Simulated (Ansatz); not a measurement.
This Ansatz input for BaS in the rocksalt structure was spoiled on purpose:

```yaml
crystal:
  lattice:
    - [0.0, 3.2129006479, 3.2129006479]
    - [3.2129006479, 0.0, 3.2129006479]
    - [3.2129006479, 3.2129006479, 0.0]
  atoms:
    - { symbol: Ba, position: [0.5, 0.5, 0.5] }
    - { symbol: S, position: [0.0, 0.0, 0.0] }
basis:
  ecutwfc: 420
  ecutrho_ratio: 4
kpoints:
  mp_grid: { grid: [6, 6, 6] }
hamiltonian:
  xc: pbe
scf:
  occupations: { method: gaussian, width: 0.05 }
  max_iter: 50
output:
  forces: true
  stress: true
magnetization:
  noncollinear: true
  spin_orbit: true
total_charge: 6
```

Launched as:
```sh
ansatz run input.yaml --threads 4 --pin off --max-ram 7168MiB --backend cpu --events-out ev --progress --plain --runs-dir out
```

What the program printed:

```
SCF iter   1: F=—  HF=-6900.883343 eV  |F-HF|=—  |Δ(HF+E_count)|=         —  Δρ=1.76e-1  dr2=4.77e1  dr2_m=0.00e0 (ungated)  ethr=3.10e-3  |M|=0.00e0 ∫|m|=0.00e0 μB  |m|>n=0.0e0 m-floor=0.0e0 τ_xc=0.0e0  β_m=0.30  ⟨swp⟩=17.5  Hψ=1706  notcnv=0
SCF iter   2: F=—  HF=-6881.200205 eV  |F-HF|=—  |Δ(HF+E_count)|=    1.97e1  Δρ=9.91e-2  dr2=1.66e1  dr2_m=0.00e0 (ungated)  ethr=3.10e-3  |M|=0.00e0 ∫|m|=0.00e0 μB  |m|>n=0.0e0 m-floor=0.0e0 τ_xc=0.0e0  β_m=0.51  ⟨swp⟩=4.2  Hψ=468  notcnv=0  defer=32
SCF iter   3: F=—  HF=-6893.915643 eV  |F-HF|=—  |Δ(HF+E_count)|=    1.27e1  Δρ=3.26e-1  dr2=1.80e2  dr2_m=0.00e0 (ungated)  ethr=3.10e-3  |M|=0.00e0 ∫|m|=0.00e0 μB  |m|>n=0.0e0 m-floor=0.0e0 τ_xc=0.0e0  β_m=0.34  ⟨swp⟩=4.9  Hψ=565  notcnv=0  defer=32  recentre
SCF iter   4: F=—  HF=-6876.465694 eV  |F-HF|=—  |Δ(HF+E_count)|=    1.74e1  Δρ=1.42e-1  dr2=3.36e1  dr2_m=0.00e0 (ungated)  ethr=3.10e-3  |M|=0.00e0 ∫|m|=0.00e0 μB  |m|>n=0.0e0 m-floor=0.0e0 τ_xc=0.0e0  β_m=0.67  ⟨swp⟩=3.3  Hψ=389  notcnv=0  defer=32
SCF iter   5: F=—  HF=-6876.200048 eV  |F-HF|=—  |Δ(HF+E_count)|=   2.66e-1  Δρ=5.76e-2  dr2=6.01e0  dr2_m=0.00e0 (ungated)  ethr=3.10e-3  |M|=0.00e0 ∫|m|=0.00e0 μB  |m|>n=0.0e0 m-floor=0.0e0 τ_xc=0.0e0  β_m=0.59  ⟨swp⟩=3.0  Hψ=378  notcnv=0  defer=32
SCF iter   6: F=—  HF=-6875.886905 eV  |F-HF|=—  |Δ(HF+E_count)|=   3.13e-1  Δρ=5.29e-2  dr2=5.05e0  dr2_m=0.00e0 (ungated)  ethr=3.10e-3  |M|=0.00e0 ∫|m|=0.00e0 μB  |m|>n=0.0e0 m-floor=0.0e0 τ_xc=0.0e0  β_m=0.71  ⟨swp⟩=1.1  Hψ=204  notcnv=0  defer=32
SCF iter   7: F=—  HF=-6875.117786 eV  |F-HF|=—  |Δ(HF+E_count)|=   7.69e-1  Δρ=3.74e-2  dr2=2.49e0  dr2_m=0.00e0 (ungated)  ethr=3.10e-3  |M|=0.00e0 ∫|m|=0.00e0 μB  |m|>n=0.0e0 m-floor=0.0e0 τ_xc=0.0e0  β_m=0.56  ⟨swp⟩=2.9  Hψ=259  notcnv=0  defer=32
SCF iter   8: F=—  HF=-6874.876947 eV  |F-HF|=—  |Δ(HF+E_count)|=   2.41e-1  Δρ=2.92e-2  dr2=1.48e0  dr2_m=0.00e0 (ungated)  ethr=3.10e-3  |M|=0.00e0 ∫|m|=0.00e0 μB  |m|>n=0.0e0 m-floor=0.0e0 τ_xc=0.0e0  β_m=0.59  ⟨swp⟩=1.0  Hψ=148  notcnv=0  defer=32
...
SCF iter  11: F=—  HF=-6874.609522 eV  |F-HF|=—  |Δ(HF+E_count)|=   3.96e-3  Δρ=6.20e-4  dr2=7.00e-4  dr2_m=0.00e0 (ungated)  ethr=3.83e-4  |M|=0.00e0 ∫|m|=0.00e0 μB  |m|>n=0.0e0 m-floor=0.0e0 τ_xc=0.0e0  β_m=0.83  ⟨swp⟩=1.0  Hψ=178  notcnv=0  defer=32
SCF iter  12: F=—  HF=-6874.609421 eV  |F-HF|=—  |Δ(HF+E_count)|=   1.01e-4  Δρ=3.67e-5  dr2=1.43e-6  dr2_m=0.00e0 (ungated)  ethr=7.00e-6  |M|=0.00e0 ∫|m|=0.00e0 μB  |m|>n=0.0e0 m-floor=0.0e0 τ_xc=0.0e0  β_m=0.85  ⟨swp⟩=1.2  Hψ=137  notcnv=0  defer=32
SCF iter  13: F=—  HF=-6874.609421 eV  |F-HF|=—  |Δ(HF+E_count)|=   1.81e-8  Δρ=6.72e-5  dr2=7.67e-6  dr2_m=0.00e0 (ungated)  ethr=1.43e-8  |M|=0.00e0 ∫|m|=0.00e0 μB  |m|>n=0.0e0 m-floor=0.0e0 τ_xc=0.0e0  β_m=0.85  ⟨swp⟩=2.0  Hψ=197  notcnv=0  defer=32
SCF iter  14: F=-6874.609420 eV  HF=-6874.609420 eV  |F-HF|=4.35e-10  |Δ(HF+E_count)|=   9.33e-7  Δρ=1.38e-6  dr2=8.59e-10  dr2_m=0.00e0 (ungated)  ethr=1.00e-9  |M|=0.00e0 ∫|m|=0.00e0 μB  |m|>n=0.0e0 m-floor=0.0e0 τ_xc=0.0e0  ⟨swp⟩=3.0  Hψ=490  notcnv=0
```

```
SCF 1 converged in 14 iterations: F = -6874.609420 eV  dr2 = 8.59e-10
SCF converged after 14 iterations
Magnetization: |M| = 0.0000 μB,  M = (+0.0000, +0.0000, +0.0000) μB
Absolute magnetization: 0.0000 μB (∫|m|)
  site 0: m = (+0.0000, +0.0000, +0.0000) μB, |m| = 0.0000 μB  (R = 1.33 Å)
  site 1: m = (+0.0000, +0.0000, +0.0000) μB, |m| = 0.0000 μB  (R = 1.33 Å)
Free energy (F): -6874.609420 eV
E sigma→0 (E₀):  -6874.609420 eV
Fermi energy:    -2.319992 eV
--- Forces (eV/Å), atoms counted from 1 ---
  atom   1  Ba     0.00000000     0.00000000     0.00000000
  atom   2  S      0.00000000     0.00000000     0.00000000
--- Stress (GPa, compression-positive) ---
       32.541724       0.000000       0.000000
        0.000000      32.541724       0.000000
        0.000000       0.000000      32.541724
  P = ⅓ Tr σ = 32.5417 GPa (325.417 kbar)
```

**Question.** What is wrong with it?

**Answer.** A charge that the system can't hold. Against the sound input: total_charge: 6 (the cap on iterations is only a precaution).

The run converged all the same; its pressure of 33 GPa shows the fault against the sound run's. The net charge is balanced by a uniform background. It ran for 1.9 s on 4 threads of Arm Neoverse V1 (shared host), peak memory 0.5 GiB. The run before the change (PBE with spin–orbit coupling, 420 eV, 6×6×6 mesh) gave:

```tsv
run	P (GPa)	gap on the mesh (eV)	cell moment (μB)	largest force component (eV/Å)
sound	0.0	2.19	0.00 (no moment typed)	0.000
spoiled	32.5	0.95	0.00 (no moment typed)	0.000
```

The start was a prototype's sites filled with these elements; the Crystallography Open Database holds the compound in this structure.

Of that run: Kohn–Sham gaps of semilocal functionals lie under measured ones, often by a third or more.
